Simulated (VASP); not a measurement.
# Hf (Fm-3m) in VASP: notebook, part 2 of 2

VASP 6.6.1. The steps go on from the part before.

## (3) Single point, LDA

Input file INCAR:

```
SYSTEM = Hf
PREC     = Accurate       ! precision mode
ENCUT    = 500            ! plane-wave cutoff, eV
EDIFF    = 1E-7           ! SCF threshold, eV
ISMEAR   = 0              ! smearing method
SIGMA    = 0.05           ! smearing width, eV
LREAL    = .False.        ! projectors in reciprocal space
LASPH    = .True.         ! aspherical terms in the spheres
NELM     = 80             ! most SCF steps
ALGO     = Normal         ! electronic algorithm
ISIF     = 2              ! what is computed and relaxed
LWAVE    = .False.        ! write WAVECAR
LCHARG   = .False.        ! write CHGCAR
GGA      = CA             ! functional
NBANDS   = 8              ! bands
```

Input file KPOINTS:

```
regular mesh
0
Gamma
  10 10 10
  0 0 0
```

Input file POSCAR:

```
Hf
3.1396
    0.000000000000      0.707096445407      0.707096445407
    0.707096445407      0.000000000000      0.707096445407
    0.707096445407      0.707096445407      0.000000000000
Hf
1
Direct
    0.0000000000      0.0000000000      0.0000000000
```

Potentials or basis: VASP PAW LDA potentials, release 64 (Hf).

Launch:

```bash
cat potpaw_LDA.64/Hf/POTCAR > POTCAR
mpirun -np 1 vasp_std > vasp.out
```

OUTCAR:

```text
SYSTEM = Hf
   PREC = Accurate
   ENCUT = 500
   EDIFF = 1E-7
   ISMEAR = 0
   LREAL = .False.
   LASPH = .True.
   NELM = 80
   ISIF = 2
   GGA = CA

 ion  position               nearest neighbor table
   1  0.000  0.000  0.000-

  LATTYP: Found a face centered cubic cell.
 ALAT       =     4.4400000000

  Lattice vectors:

 A1 = (   0.0000000000,   2.2200000000,   2.2200000000)
 A2 = (   2.2200000000,   0.0000000000,   2.2200000000)
 A3 = (   2.2200000000,   2.2200000000,   0.0000000000)

Analysis of symmetry for initial positions (statically):
=====================================================================
 Subroutine PRICEL returns:
 Original cell was already a primitive cell.

 Routine SETGRP: Setting up the symmetry group for a
 face centered cubic supercell.

 Subroutine GETGRP returns: Found 48 space group operations
 (whereof 48 operations were pure point group operations)
 out of a pool of 48 trial point group operations.

The static configuration has the point symmetry O_h .

Analysis of symmetry for dynamics (positions and initial velocities):
=====================================================================
 Subroutine PRICEL returns:
 Original cell was already a primitive cell.

 Routine SETGRP: Setting up the symmetry group for a
 face centered cubic supercell.

 Subroutine GETGRP returns: Found 48 space group operations
 (whereof 48 operations were pure point group operations)
 out of a pool of 48 trial point group operations.

The dynamic configuration has the point symmetry O_h .

 Subroutine INISYM returns: Found 48 space group operations
 (whereof 48 operations are pure point group operations),
 and found     1 'primitive' translations

----------------------------------------------------------------------------------------

                                     Primitive cell

  volume of cell :      21.8821

  direct lattice vectors                    reciprocal lattice vectors
     0.000000000  2.220000000  2.220000000    -0.225225225  0.225225225  0.225225225
     2.220000000  0.000000000  2.220000000     0.225225225 -0.225225225  0.225225225
     2.220000000  2.220000000  0.000000000     0.225225225  0.225225225 -0.225225225

  length of vectors
     3.139554108  3.139554108  3.139554108     0.390101533  0.390101533  0.390101533

  position of ions in fractional coordinates (direct lattice)
     0.000000000  0.000000000  0.000000000

  ion indices of the primitive-cell ions
   primitive index   ion index
                 1           1

----------------------------------------------------------------------------------------

 KPOINTS: regular mesh

Automatic generation of k-mesh.
 Grid dimensions read from file:
 generate k-points for:   10   10   10

 Generating k-lattice:

  Cartesian coordinates                     Fractional coordinates (reciprocal lattice)
    -0.022522523  0.022522523  0.022522523     0.100000000  0.000000000  0.000000000
     0.022522523 -0.022522523  0.022522523     0.000000000  0.100000000  0.000000000
     0.022522523  0.022522523 -0.022522523     0.000000000  0.000000000  0.100000000

  Length of vectors
     0.039010153  0.039010153  0.039010153

  Shift w.r.t. Gamma in fractional coordinates (k-lattice)
     0.000000000  0.000000000  0.000000000

 Subroutine IBZKPT returns following result:
 ===========================================

 Found     47 irreducible k-points:

 Following reciprocal coordinates:
            Coordinates               Weight
  0.000000  0.000000  0.000000      1.000000
  0.100000  0.000000  0.000000      8.000000
  0.200000  0.000000  0.000000      8.000000
  0.300000  0.000000  0.000000      8.000000
  0.400000  0.000000  0.000000      8.000000
  0.500000  0.000000  0.000000      4.000000
[... 39 lines left out ...]
 -0.300000  0.400000  0.200000     24.000000
 -0.300000  0.500000  0.200000     12.000000
   k-points           NKPTS =     47   k-points in BZ     NKDIM =     47   number of bands    NBANDS=      8
   number of dos      NEDOS =    301   number of ions     NIONS =      1
   total plane-waves  NPLWV =  13824
   dimension x,y,z NGX =    24 NGY =   24 NGZ =   24
   dimension x,y,z NGXF=    48 NGYF=   48 NGZF=   48
   ions per type =               1
   NGX,Y,Z   is equivalent  to a cutoff of  12.71, 12.71, 12.71 a.u.
   NGXF,Y,Z  is equivalent  to a cutoff of  25.42, 25.42, 25.42 a.u.
 SYSTEM =  Hf
   PREC   = accura    normal or accurate (medium, high low for compatibility)
   ISTART =      0    job   : 0-new  1-cont  2-samecut
   ICHARG =      2    charge: 1-file 2-atom 10-const
   ISPIN  =      1    spin polarized calculation?
   LNONCOLLINEAR =      F non collinear calculations
   LSORBIT =      F    spin-orbit coupling
   LASPH  =      T    aspherical Exc in radial PAW
   ENCUT  =  500.0 eV  36.75 Ry    6.06 a.u.   5.72  5.72  5.72*2*pi/ulx,y,z
   NELM   =     80;   NELMIN=  2; NELMDL= -5     # of ELM steps
   EDIFF  = 0.1E-06   stopping-criterion for ELM
   LREAL  =      F    real-space projection
   EDIFFG = 0.1E-05   stopping-criterion for IOM
   NSW    =      0    number of steps for IOM
   IBRION =     -1    ionic relax: 0-MD 1-quasi-New 2-CG
   NFREE  =      0    steps in history (QN), initial steepest desc. (CG)
   ISIF   =      2    stress and relaxation
   ISYM   =      2    0-nonsym 1-usesym 2-fastsym
   POTIM  = 0.5000    time-step for ionic-motion
   TEBEG  =    0.0;   TEEND  =   0.0 temperature during run
   PSTRESS=    0.0 pullay stress
   NELECT =       4.0000    total number of electrons
   NUPDOWN=      -1.0000    fix difference up-down
   EMIN   =  10.00;   EMAX   =-10.00  energy-range for DOS
   EFERMI =   0.00;   METHOD = LEGACY
   ISMEAR =     0;   SIGMA  =   0.05  broadening in eV -4-tet -1-fermi 0-gaus
   EFERMI_NEDOS =   21; number of points for ismear=-14 and -15
   IALGO  =     38    algorithm
   IMIX   =      4    mixing-type and parameters
     AMIX     =   0.40;   BMIX     =  1.00
     AMIX_MAG =   1.60;   BMIX_MAG =  1.00
  volume/ion in A,a.u.               =      21.88       147.67
  Fermi-wavevector in a.u.,A,eV,Ry     =   0.929106  1.755755 11.745061  0.863238
  Thomas-Fermi vector in A             =   2.055353
   LORBIT       =      0    0 simple, 1 ext, 2 COOP (PROOUT), +10 PAW based schemes
   GGA     = CA    functional components
   LHFCALC =     F    Hartree Fock is set to
   AEXX    =    0.0000 exact exchange contribution
   IVDW    =     0    specifies the selected vdW correction
   LEPSILON=     F    determine dielectric tensor
   LRPA    =     F    only Hartree local field effects (RPA)
 non-spin polarized calculation
 Gauss-broadening in eV      SIGMA  =   0.05
  energy-cutoff  :      500.00
  volume of cell :       21.88
 maximum number of plane-waves:       568
   NGX = 11   NGY = 11   NGZ = 11

 number of electron       4.0000000 magnetization

 Free energy of the ion-electron system (eV)
  ---------------------------------------------------
  ext. energy  EPLUGINS =         0.00000000
  ---------------------------------------------------
  free energy    TOTEN  =       -10.65793886 eV

  energy without entropy =      -10.65687188  energy(sigma->0) =      -10.65740537

 E-fermi :   5.1810     XC(G=0): -11.2314

 val. band max:        5.1750553152   @ k =  -0.2000   0.1000   0.0000
 cond. band min:       5.2599375155   @ k =   0.5000   0.3000   0.1000
 fundamental gap:      0.0848822003
 Fermi energy:         5.1809756073

 k-point     1 :       0.0000    0.0000    0.0000
  band No.  band energies     occupation
      1      -2.0477      2.00000
      2       6.5164      0.00000
      3       6.5164      0.00000
      4       6.5164      0.00000
      5       9.3423      0.00000
      6       9.3423      0.00000
      7      16.6552      0.00000
      8      17.1573      0.00000
[... 419 lines left out ...]
 k-point    40 :      -0.2000    0.3000    0.1000
  band No.  band energies     occupation
      1       2.4522      2.00000
      2       4.5546      2.00000
      3       4.9616      2.00000
      4       8.0211      0.00000
      5       9.2846      0.00000
      6      12.5313      0.00000
      7      16.2087      0.00000
      8      17.1752      0.00000

 [... further k-points ...]

------------------------ aborting loop because EDIFF is reached ----------------------------------------

  FORCE on cell =-STRESS in cart. coord.  units (eV):
  Direction    XX          YY          ZZ          XY          YZ          ZX
  --------------------------------------------------------------------------------------
  -------------------------------------------------------------------------------------
  Total       -0.8678816     -0.8678816     -0.8678816     -0.0000000      0.0000000      0.0000000
  in kB      -63.5451107    -63.5451107    -63.5451107     -0.0000000      0.0000000      0.0000000
  external PRESSURE =     -63.5451107 kB  Pullay stress =       0.0000000 kB

 VOLUME and BASIS-vectors are now :
 -----------------------------------------------------------------------------
  energy-cutoff  :      500.00
  volume of cell :       21.88
      direct lattice vectors                 reciprocal lattice vectors
     0.000000000  2.220000000  2.220000000    -0.225225225  0.225225225  0.225225225
     2.220000000  0.000000000  2.220000000     0.225225225 -0.225225225  0.225225225
     2.220000000  2.220000000  0.000000000     0.225225225  0.225225225 -0.225225225

 POSITION                                       TOTAL-FORCE (eV/Angst)
 -----------------------------------------------------------------------------------
      0.00000      0.00000      0.00000         0.000000      0.000000      0.000000
 -----------------------------------------------------------------------------------
    total drift:                                0.000000     -0.000000      0.000000

  FREE ENERGIE OF THE ION-ELECTRON SYSTEM (eV)
  ---------------------------------------------------
  free  energy   TOTEN  =       -10.6579388606 eV

  energy  without entropy=      -10.6568718809  energy(sigma->0) =      -10.65740537
```

It took 5 s on 1 thread of Intel Xeon 6975P-C (Granite Rapids), shared host; peak memory 0.12 GiB.

Results:

```
Free energy            : -10.6579 eV
Pressure               : -6.4 GPa
Band gap on the k mesh : none (metal or under the smearing width)
```

Levels at points of the mesh, in eV from the Fermi level:
```
           k point  band 1  band 2  band 3  band 4  band 5
(0.00, 0.00, 0.00)   -7.23    1.34    1.34    1.34    4.16
(0.50, 0.00, 0.00)   -3.70    0.77    1.10    1.10    6.36
(0.50, 0.50, 0.00)   -3.36   -2.24    2.74    6.36    7.03
```

## (4) Single point, LDA

Input file run.py:

```python
from ase import Atoms
from ase.calculators.vasp import Vasp
from ase.dft.bandgap import bandgap

atoms = Atoms(
    ['Hf'],
    cell=[[0.0, 2.22, 2.22], [2.22, 0.0, 2.22], [2.22, 2.22, 0.0]],
    scaled_positions=[[0.0, 0.0, 0.0]],
    pbc=True,
)
calc = Vasp(
    directory='calc',
    xc='lda',
    pp='LDA',
    setups='minimal',
    prec='Accurate',
    encut=500,
    ediff=1e-06,
    ismear=0,
    sigma=0.05,
    lreal=False,
    lasph=True,
    nelm=80,
    algo='Normal',
    isif=2,
    lwave=False,
    lcharg=False,
    kpts=[10, 10, 10],
    gamma=True,
)
atoms.calc = calc

print('energy (eV):', atoms.get_potential_energy())
print('free energy (eV):', atoms.get_potential_energy(force_consistent=True))
print('forces (eV/A):')
print(atoms.get_forces())
print('stress (eV/A^3, Voigt):', atoms.get_stress())
print('Fermi level (eV):', calc.get_fermi_level())
gap, top, bottom = bandgap(calc)
print('band gap (eV):', gap, 'from (spin, k, band)', top, 'to', bottom)
```

Launch:

```bash
python run.py
```

Wall time 8.1 s (1 thread of Intel Xeon 6975P-C (Granite Rapids), shared host); peak memory 0.12 GiB.

Results (log left out):

```yaml
Free_energy: -10.6579 eV
Pressure: -6.4 GPa
Band_gap_on_the_k_mesh: none (metal or under the smearing width)
```

Levels at points of the mesh, in eV from the Fermi level:
| k point | band 1 | band 2 | band 3 | band 4 | band 5 |
| --- | --- | --- | --- | --- | --- |
| (0.00, 0.00, 0.00) | -7.23 | 1.34 | 1.34 | 1.34 | 4.16 |
| (0.50, 0.00, 0.00) | -3.70 | 0.77 | 1.10 | 1.10 | 6.36 |
| (0.50, 0.50, 0.00) | -3.36 | -2.24 | 2.74 | 6.36 | 7.03 |

## (5) For comparison

An earlier run on the cell as given: functional PBEsol; potentials or basis VASP PAW PBE potentials, release 64 (Hf_pv); cutoff 520 eV; k mesh 10 × 10 × 10; occupations fermi-dirac, width 0.05 eV; no spin polarisation.

- Pressure: -2.1 GPa
- Band gap on the k mesh: none (metal or under the smearing width)

## (6) Overview

| task | level | potentials or basis | cell | cutoff (eV) | smearing | ladder | gap on the mesh (eV) | pressure (GPa) |
| --- | --- | --- | --- | --- | --- | --- | --- | --- |
| relaxation of cell and atoms | LDA | VASP PAW LDA potentials, release 64 (Hf_pv) | relaxed | 600 | fermi-dirac 0.05 eV | - | none | 0.0 |
| single point | LDA | VASP PAW LDA potentials, release 64 (Hf) | as given | 500 | gaussian 0.05 eV | - | none | -6.4 |
| single point | PBEsol | VASP PAW PBE potentials, release 64 (Hf_pv) | as given | 520 | fermi-dirac 0.05 eV | free | none | -2.1 |

Alike in all rows: no spin polarisation; k mesh 10 × 10 × 10.

Caveats: the PAW data sets were made with another functional, which shifts forces and pressure a little (some runs).

Total energies depend on the potentials used, so only differences within one code and one set of settings carry meaning.
